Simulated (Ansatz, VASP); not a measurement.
## MoS2: VASP beside Ansatz

One calculation is typed for both programs; each brings its own data sets and cutoff. How far apart do they land? The cell is generated by rule, not measured, and may not be a known phase. The cell is taken from a series of VASP runs on this material, whose earlier steps may have relaxed, scaled or displaced it; both programs get it as it stands.

Program: Ansatz 0.2.0. Level of theory: plane waves, with VASP 6.6.1 beside it; band structure at PBE, spin-orbit coupling. Results are calculated unless marked as measured.

The structure was built from a prototype and need not be the compound's stable phase.

### 1. Starting point

Symmetry: Fm-3m, No. 225, cubic system. Conventional cell: a = 5.980 Å, b = 5.980 Å, c = 5.980 Å, α = 90.00°, β = 90.00°, γ = 90.00°. Mo has 8 S at 2.59 Å nearest. Nearest to S lie 4 Mo at 2.59 Å. Farther neighbours and most contacts between anions are not listed.

### 2. Ansatz: band structure, PBE, spin-orbit coupling

Ansatz runs on its fully relativistic PAW (standard-fr) files.

A single point gives forces, pressure and levels at one fixed geometry, so differences don't come from the geometry; what else differs is listed under the comparison.

Input file input.yaml:

```yaml
crystal:
  lattice:
    - [0.0, 2.99021, 2.99021]
    - [2.99021, 0.0, 2.99021]
    - [2.99021, 2.99021, 0.0]
  atoms:
    - { symbol: Mo, position: [0.0, 0.0, 0.0] }
    - { symbol: S, position: [0.25, 0.25, 0.25] }
    - { symbol: S, position: [0.75, 0.75, 0.75] }
hamiltonian:
  xc: pbe
  pseudopotentials: { kind: paw_fr }
magnetization:
  noncollinear: true
  spin_orbit: true
kpoints:
  mp_grid: { grid: [8, 8, 8] }
  band_path:
    path:
      - [0.0, 0.0, 0.0]
      - [0.16667, 0.0, 0.16667]
      - [0.33333, 0.0, 0.33333]
      - [0.5, 0.0, 0.5]
      - [0.5, 0.08333, 0.58333]
      - [0.5, 0.18333, 0.68333]
      - [0.5, 0.25, 0.75]
      - [0.45, 0.3, 0.75]
      - [0.40833, 0.34167, 0.75]
      - [0.35, 0.35, 0.7]
      - [0.225, 0.225, 0.45]
      - [0.075, 0.075, 0.15]
      - [0.03333, 0.03333, 0.03333]
      - [0.23333, 0.23333, 0.23333]
      - [0.4, 0.4, 0.4]
      - [0.51667, 0.46667, 0.51667]
      - [0.55833, 0.38333, 0.55833]
      - [0.60833, 0.28333, 0.60833]
      - [0.60833, 0.25, 0.64167]
      - [0.55833, 0.25, 0.69167]
      - [0.51667, 0.25, 0.73333]
      - [0.5, 0.3, 0.7]
      - [0.5, 0.38333, 0.61667]
      - [0.5, 0.48333, 0.51667]
      - [0.475, 0.475, 0.55]
      - [0.425, 0.425, 0.65]
      - [0.38333, 0.38333, 0.73333]
      - [0.59167, 0.18333, 0.59167]
      - [0.55, 0.1, 0.55]
      - [0.5, 0.0, 0.5]
    npoints: 1
scf:
  occupations: { method: gaussian, width: 0.02 }
  n_extra_bands: 14
output:
  forces: true
  stress: true
  eigenvalues: true
  write_density: true
  write_potential: true
  elf: true
  volumetric_format: npy
```

The run is started by

```sh
ansatz run input.yaml --threads 2 --pin off --max-ram 4608MiB --backend cpu --events-out ev --progress --plain --runs-dir out
```

Numbers of over 12 decimals in the logs are rounded to 6 here.

The program printed:

```text
scf.n_extra_bands = 14 over 26 filled bands (N_el = 26.0): the run solves 40 bands
Engine: ansatz 0.2.0, x86_64-unknown-linux-gnu
Pseudopotentials: kind: paw_fr
Pseudopotential: Mo, paw_fr, valence charge 14, recommended cutoff 420 eV (normal), Mo.paw.azcp#standard-fr
Pseudopotential: S, paw_fr, valence charge 6, recommended cutoff 420 eV (normal), S.paw.azcp#standard-fr
Functional definition: PBE
  parameter kappa = 0.804
  parameter beta = 0.066725
  exchange = pbe_x(kappa = kappa, mu = beta*pi^2/3)
  correlation = pbe_c(beta = beta)
non-collinear run that drives no moment, with spin-orbit: no starting moment large enough to seed its density (crystal.atoms[].spin), no starting occupations that ask for one, no magnetisation constraint and no magnetic field, so the semilocal B_xc is pinned to zero
Crystal: 3 atoms, lattice volume = 53.473 Å³
Basis set: ecut = 420 eV, 1037 PW (Γ), exchange–correlation on 60×60×60 points (8 copies of the dense FFT grid, shifted against one another)
Bands: 40, of which v1, the nominal top of the filled ones, is band 26 counted from 1 (25 counted from 0)
Symmetry: 48 space group operations + 48 with time reversal
Magnetic group: BNS 225.117 (UNI 1619), of the structure as read, at distance tolerance 3.8e-5 Å
k-points: 29 of 512
Projection manifold: j_resolved (fully-relativistic pseudo-atomic orbitals)
Non-local potential: Mo, projectors of the file, l = 0: 3, l = 1: 4, l = 2: 4, l = 3: 2
Non-local potential: S, projectors of the file, l = 0: 2, l = 1: 4, l = 2: 4
PAW form: soft (Blöchl's): semilocal exchange-correlation on the pseudo side does not see the compensation charge
PAW one-centre angular grid: Mo, 590 points (default); XC on 64 Gauss nodes
PAW one-centre angular grid: S, 110 points (default); XC on 64 Gauss nodes
Initial density: superposition of atomic densities (chi_scale 0.1, normalization cell, long waves kept (reshape's long-wave potential 0.00 eV rms))
Initial wavefunctions: pseudopotential atomic-orbital guess
Functional: x = pbe(κ = 0.804, μ = 0.219515), c = pbe(β = 0.066725)
SCF iter   1: F=—  HF=-6762.390282 eV  |F-HF|=—  |Δ(HF+E_count)|=         —  Δρ=7.31e-2  dr2=4.68e0  dr2_m=0.00e0 (ungated)  ethr=3.10e-3  |M|=0.00e0 ∫|m|=0.00e0 μB  |m|>n=0.0e0 m-floor=0.0e0 τ_xc=0.0e0  β_m=0.30  ⟨swp⟩=6.4  Hψ=2763  notcnv=0  defer=70
preconditioner: auto → none  [insulator: Δε(μ)=0.027 eV  Ē_g=10.064 eV  σ=0.020 eV  W_gap=0.57  n_scr=14 (ndim 8)  ℏωp=21.5 eV  f_vac=0.000  D(μ)=9.70/eV (n_scr^D=168)  ε∞_Penn≈5.6]
SCF iter   2: F=—  HF=-6762.224261 eV  |F-HF|=—  |Δ(HF+E_count)|=   1.66e-1  Δρ=6.38e-2  dr2=3.97e0  dr2_m=0.00e0 (ungated)  ethr=3.10e-3  |M|=0.00e0 ∫|m|=0.00e0 μB  |m|>n=0.0e0 m-floor=0.0e0 τ_xc=0.0e0  β_m=0.23  ⟨swp⟩=3.0  Hψ=1270  notcnv=0  defer=166
preconditioner: auto → Kerker (q_TF=auto, 2.419 Å⁻¹)  [metal: Δε(μ)=0.007 eV  Ē_g=9.559 eV  σ=0.020 eV  W_gap=0.19  n_scr=14 (ndim 8)  ℏωp=21.5 eV  f_vac=0.003  D(μ)=7.78/eV (n_scr^D=112)]
spin=Noncollinear: Kerker preconditioning applied to the charge; magnetization (m_x, m_y, m_z) channels mix plain (no charge-response kernel on spin).
SCF iter   3: F=—  HF=-6761.696685 eV  |F-HF|=—  |Δ(HF+E_count)|=   5.28e-1  Δρ=2.47e-2  dr2=1.91e-1  dr2_m=0.00e0 (ungated)  ethr=3.10e-3  |M|=0.00e0 ∫|m|=0.00e0 μB  |m|>n=0.0e0 m-floor=0.0e0 τ_xc=0.0e0  β_m=0.39  ⟨swp⟩=2.7  Hψ=1070  notcnv=0  defer=182
SCF iter   4: F=—  HF=-6761.700513 eV  |F-HF|=—  |Δ(HF+E_count)|=   3.83e-3  Δρ=1.58e-2  dr2=2.09e-1  dr2_m=0.00e0 (ungated)  ethr=7.34e-4  |M|=0.00e0 ∫|m|=0.00e0 μB  |m|>n=0.0e0 m-floor=0.0e0 τ_xc=0.0e0  β_m=0.48  ⟨swp⟩=2.3  Hψ=820  notcnv=0  defer=182
SCF iter   5: F=—  HF=-6761.675950 eV  |F-HF|=—  |Δ(HF+E_count)|=   2.46e-2  Δρ=3.05e-3  dr2=8.14e-3  dr2_m=0.00e0 (ungated)  ethr=7.34e-4  |M|=0.00e0 ∫|m|=0.00e0 μB  |m|>n=0.0e0 m-floor=0.0e0 τ_xc=0.0e0  β_m=0.74  ⟨swp⟩=2.0  Hψ=625  notcnv=0  defer=178
SCF iter   6: F=—  HF=-6761.676911 eV  |F-HF|=—  |Δ(HF+E_count)|=   9.61e-4  Δρ=1.22e-3  dr2=1.12e-3  dr2_m=0.00e0 (ungated)  ethr=3.13e-5  |M|=0.00e0 ∫|m|=0.00e0 μB  |m|>n=0.0e0 m-floor=0.0e0 τ_xc=0.0e0  β_m=0.72  ⟨swp⟩=2.1  Hψ=856  notcnv=0  defer=186
SCF iter   7: F=—  HF=-6761.677255 eV  |F-HF|=—  |Δ(HF+E_count)|=   3.44e-4  Δρ=8.21e-4  dr2=4.95e-4  dr2_m=0.00e0 (ungated)  ethr=4.29e-6  |M|=0.00e0 ∫|m|=0.00e0 μB  |m|>n=0.0e0 m-floor=0.0e0 τ_xc=0.0e0  β_m=0.86  ⟨swp⟩=2.2  Hψ=721  notcnv=0  defer=186
SCF iter   8: F=—  HF=-6761.677429 eV  |F-HF|=—  |Δ(HF+E_count)|=   1.74e-4  Δρ=3.61e-4  dr2=1.05e-4  dr2_m=0.00e0 (ungated)  ethr=1.91e-6  |M|=0.00e0 ∫|m|=0.00e0 μB  |m|>n=0.0e0 m-floor=0.0e0 τ_xc=0.0e0  β_m=0.93  ⟨swp⟩=2.0  Hψ=633  notcnv=0  defer=186
SCF iter   9: F=—  HF=-6761.677460 eV  |F-HF|=—  |Δ(HF+E_count)|=   3.01e-5  Δρ=9.24e-5  dr2=7.70e-6  dr2_m=0.00e0 (ungated)  ethr=4.05e-7  |M|=0.00e0 ∫|m|=0.00e0 μB  |m|>n=0.0e0 m-floor=0.0e0 τ_xc=0.0e0  β_m=0.97  ⟨swp⟩=2.0  Hψ=637  notcnv=0  defer=186
SCF iter  10: F=—  HF=-6761.677458 eV  |F-HF|=—  |Δ(HF+E_count)|=   1.77e-6  Δρ=8.68e-6  dr2=6.52e-8  dr2_m=0.00e0 (ungated)  ethr=3.85e-10  |M|=0.00e0 ∫|m|=0.00e0 μB  |m|>n=0.0e0 m-floor=0.0e0 τ_xc=0.0e0  β_m=0.98  ⟨swp⟩=14.3  Hψ=4426  notcnv=0
SCF iter  11: F=-6761.677458 eV  HF=-6761.677458 eV  |F-HF|=1.88e-9  |Δ(HF+E_count)|=   9.59e-9  Δρ=1.68e-6  dr2=2.09e-9  dr2_m=0.00e0 (ungated)  ethr=2.51e-10  |M|=0.00e0 ∫|m|=0.00e0 μB  |m|>n=0.0e0 m-floor=0.0e0 τ_xc=0.0e0  ⟨swp⟩=6.5  Hψ=3027  notcnv=0
SCF 1 converged in 11 iterations: F = -6761.677458 eV  dr2 = 2.09e-9
  greatest PAW one-centre occupation: 0.998 electrons in one spin orbital (limit 2), on the Mo atom at site 0 (counted from 0), in its partial waves of l = 0
NSCF: frozen V_eff on 30 k-points
SCF converged after 11 iterations
Magnetization: |M| = 0.0000 μB,  M = (+0.0000, +0.0000, +0.0000) μB
Absolute magnetization: 0.0000 μB (∫|m|)
  site 0: m = (+0.0000, +0.0000, +0.0000) μB, |m| = 0.0000 μB  (R = 1.07 Å)
  site 1: m = (+0.0000, +0.0000, +0.0000) μB, |m| = 0.0000 μB  (R = 1.07 Å)
  site 2: m = (+0.0000, +0.0000, +0.0000) μB, |m| = 0.0000 μB  (R = 1.07 Å)
Free energy (F): -6761.677458 eV
Harris-Foulkes:  -6761.677458 eV  (|F-HF|=1.88e-9)
Internal energy: -6761.676878 eV  (E = F + TS)
E sigma→0 (E₀):  -6761.677168 eV
Entropy (-TS):   -0.000580 eV (-0.193 meV/atom)
Fermi energy:    11.039901 eV
--- Per-component energies (eV) ---
  E_band       = -142.542126
  E_kinetic    = 651.366941
  E_local      = -1434.130615  (includes V_loc(G=0)·N_el)
  E_nonlocal   = 200.209678
  E_hartree    = 497.567619
  E_xc         = -375.938130
  E_vxc        = -401.669223  (∫ρ·V_xc dr)
  E_paw        = -4402.619609  (= ΣΔE_a)
  E_vpaw       = -153.455706  (= ΣTr[D̂ρ^β])
  E_aug_tail   = 0.000045  (compensation charges beyond the density's cutoff)
  E_ewald      = -1898.132808
  E_smearing   = -0.000580  (= −TS)
  E_closure    = 0.000000  (closes the sum)
  Σ components = -6761.677458   (vs F -6761.677458, Δ=0.00e0)
--- Forces (eV/Å), atoms counted from 1 ---
  atom   1  Mo     0.00000000    -0.00000000     0.00000000
  atom   2  S     -0.00000000     0.00000000     0.00000000
  atom   3  S     -0.00000000     0.00000000     0.00000000
  max |Σ_I F_I| component: 4.16e-17 eV/Å
--- Stress (GPa, compression-positive) ---
       -6.420254      -0.000000      -0.000000
        0.000000      -6.420254      -0.000000
       -0.000000       0.000000      -6.420254
  P = ⅓ Tr σ = -6.4203 GPa (-64.203 kbar)
--- Band table (eV; the first three rows and the last of 29) ---
  k-point 0: bands = [... 22 lower, 10.3851, 10.3851, 10.5372, 10.5372, 10.5372, 10.5372, 14.8662, 14.8662, ... 10 higher]
  k-point 1: bands = [... 22 lower, 9.9624, 9.9624, 11.0595, 11.0595, 11.1352, 11.1352, 13.8332, 13.8332, ... 10 higher]
  k-point 2: bands = [... 22 lower, 8.8608, 8.8608, 11.1976, 11.1976, 11.3000, 11.3000, 12.7932, 12.7932, ... 10 higher]
  k-point 28: bands = [... 22 lower, 10.9470, 10.9470, 11.4350, 11.4350, 11.5139, 11.5139, 12.7762, 12.7762, ... 10 higher]
```

Run time: 5.5 s. Hardware: 2 threads of Intel Xeon 6975P-C (Granite Rapids), shared host; peak memory 0.54 GiB.

### 3. VASP: band structure, PBE, spin-orbit coupling

The same cell, functional, mesh and smearing now go to VASP, with its own data sets and cutoff.

Lines of VASP's logs that name or quote its potential files are left out, and so is its time.

Input file INCAR:

```
SYSTEM = MoS2
PREC = Accurate
ENCUT = 400
EDIFF = 1E-06
NELM = 100
ISMEAR = 0
SIGMA = 0.02
LREAL = .FALSE.
ALGO = Normal
GGA = PE
LNONCOLLINEAR = .TRUE.
MAGMOM = 0 0 0 0 0 0 0 0 0
NBANDS = 38
GGA_COMPAT = .FALSE.
LASPH = .TRUE.
LSORBIT = .TRUE.
LMAXMIX = 4
LORBIT = 11
LWAVE = .FALSE.
LCHARG = .FALSE.
KPAR = 4
ISIF = 2
```

Input file POSCAR:

```
MoS2
1.0
    0.0000000000      2.9902100000      2.9902100000
    2.9902100000      0.0000000000      2.9902100000
    2.9902100000      2.9902100000      0.0000000000
Mo S
1 2
Direct
    0.0000000000      0.0000000000      0.0000000000
    0.2500000000      0.2500000000      0.2500000000
    0.7500000000      0.7500000000      0.7500000000
```

Input file KPOINTS:

```
Automatic mesh
0
Gamma
8 8 8
0 0 0
```

Input file KPOINTS_OPT:

```
Line mode
16
Line-mode
Reciprocal
  0.00000000   0.00000000   0.00000000 GAMMA
  0.50000000   0.00000000   0.50000000 X

  0.50000000   0.00000000   0.50000000 X
  0.50000000   0.25000000   0.75000000 W

  0.50000000   0.25000000   0.75000000 W
  0.37500000   0.37500000   0.75000000 K

  0.37500000   0.37500000   0.75000000 K
  0.00000000   0.00000000   0.00000000 GAMMA

  0.00000000   0.00000000   0.00000000 GAMMA
  0.50000000   0.50000000   0.50000000 L

  0.50000000   0.50000000   0.50000000 L
  0.62500000   0.25000000   0.62500000 U

  0.62500000   0.25000000   0.62500000 U
  0.50000000   0.25000000   0.75000000 W

  0.50000000   0.25000000   0.75000000 W
  0.50000000   0.50000000   0.50000000 L

  0.50000000   0.50000000   0.50000000 L
  0.37500000   0.37500000   0.75000000 K

  0.62500000   0.25000000   0.62500000 U
  0.50000000   0.00000000   0.50000000 X
```

PAW data sets: Mo_sv and S (PBE family, release 64).

The run is started by

```sh
mpirun -np 4 vasp_ncl
```

The program printed:

```text
[banner, memory and clock lines left out]
running    4 mpi-ranks, on    1 nodes
 distrk:  each k-point on    1 cores,    4 groups
 distr:  one band on    1 cores,    1 groups

 POSCAR found type information on POSCAR MoS
 POSCAR found :  2 types and       3 ions
 LDA part: xc-table for (Slater+PW92), standard interpolation
 POSCAR, INCAR and KPOINTS ok, starting setup
 FFT: planning ... GRIDC
 FFT: planning ... GRID_SOFT
 FFT: planning ... GRID
 WAVECAR not read
 entering main loop
       N       E                     dE             d eps       ncg     rms          rms(c)
DAV:   1     0.173683204364E+03    0.17368E+03   -0.11987E+04  2420   0.106E+03
DAV:   2    -0.119838089481E+02   -0.18567E+03   -0.17856E+03  2636   0.308E+02
DAV:   3    -0.212325801291E+02   -0.92488E+01   -0.89755E+01  2766   0.609E+01
DAV:   4    -0.213981028297E+02   -0.16552E+00   -0.16507E+00  2698   0.830E+00
DAV:   5    -0.214010524241E+02   -0.29496E-02   -0.29492E-02  2652   0.109E+00    0.174E+01
DAV:   6    -0.207087001904E+02    0.69235E+00   -0.93709E+00  2300   0.229E+01    0.959E+00
DAV:   7    -0.196743254272E+02    0.10344E+01   -0.37459E+00  2300   0.146E+01    0.597E+00
DAV:   8    -0.196223549495E+02    0.51970E-01   -0.31695E-01  2478   0.421E+00    0.159E+00
DAV:   9    -0.196163223925E+02    0.60326E-02   -0.15932E-02  2454   0.802E-01    0.460E-01
DAV:  10    -0.196156247519E+02    0.69764E-03   -0.31044E-03  2496   0.351E-01    0.301E-01
DAV:  11    -0.196157408873E+02   -0.11614E-03   -0.54277E-04  2612   0.143E-01    0.825E-02
DAV:  12    -0.196157799908E+02   -0.39103E-04   -0.49795E-05  2550   0.457E-02    0.246E-02
DAV:  13    -0.196157981602E+02   -0.18169E-04   -0.38868E-05  2364   0.328E-02    0.112E-02
DAV:  14    -0.196157998539E+02   -0.16937E-05   -0.15623E-05  2344   0.192E-02    0.768E-03
DAV:  15    -0.196157997731E+02    0.80855E-07   -0.63699E-07  1596   0.549E-03
   1 F= -.19615800E+02 E0= -.19615525E+02  d E =-.550246E-03  mag=     0.0000    -0.0000     0.0000
 Start KPOINTS_OPT (optional k-point list driver)
k-point batch [1-29\160]
       N       E                     dE             ncg
DAV:   1    -0.112350968399E+04   -0.16584E+05     2476
DAV:   2    -0.641668058882E+04   -0.52932E+04     2606
DAV:   3    -0.666719571148E+04   -0.25052E+03     2734
DAV:   4    -0.667231119510E+04   -0.51155E+01     2556
DAV:   5    -0.667242528894E+04   -0.11409E+00     2764
DAV:   6    -0.667242889476E+04   -0.36058E-02     2616
DAV:   7    -0.667242898378E+04   -0.89018E-04     2778
DAV:   8    -0.667242898749E+04   -0.37101E-05     2116
DAV:   9    -0.667242898768E+04   -0.19133E-06     1690
[...]
k-point batch [146-160\160]
       N       E                     dE             ncg
DAV:   1     0.937010820979E+04   -0.12215E+05     1260
DAV:   2     0.667133775928E+04   -0.26988E+04     1410
DAV:   3     0.655452820781E+04   -0.11681E+03     1366
DAV:   4     0.655247300498E+04   -0.20552E+01     1322
DAV:   5     0.655243386310E+04   -0.39142E-01     1392
DAV:   6     0.655243288911E+04   -0.97399E-03     1338
DAV:   7     0.655243285767E+04   -0.31432E-04     1386
DAV:   8     0.655243285659E+04   -0.10870E-05     1090
DAV:   9     0.655243285652E+04   -0.70286E-07      822
```

(Part 1 of 2 ends here.)

[Lines on the potential files, build, host, timing and source positions are cut from VASP's logs without a mark.]

[Logs are printed without paths, hosts, clocks, repeated set-up lines and the standing remarks that a program may print on its own settings, such as how far it seeks lower states.]

[Hosts, paths, dates, database ids (printed as entryN), source tags and the programs' standing remarks are cut or masked in the printed files.]
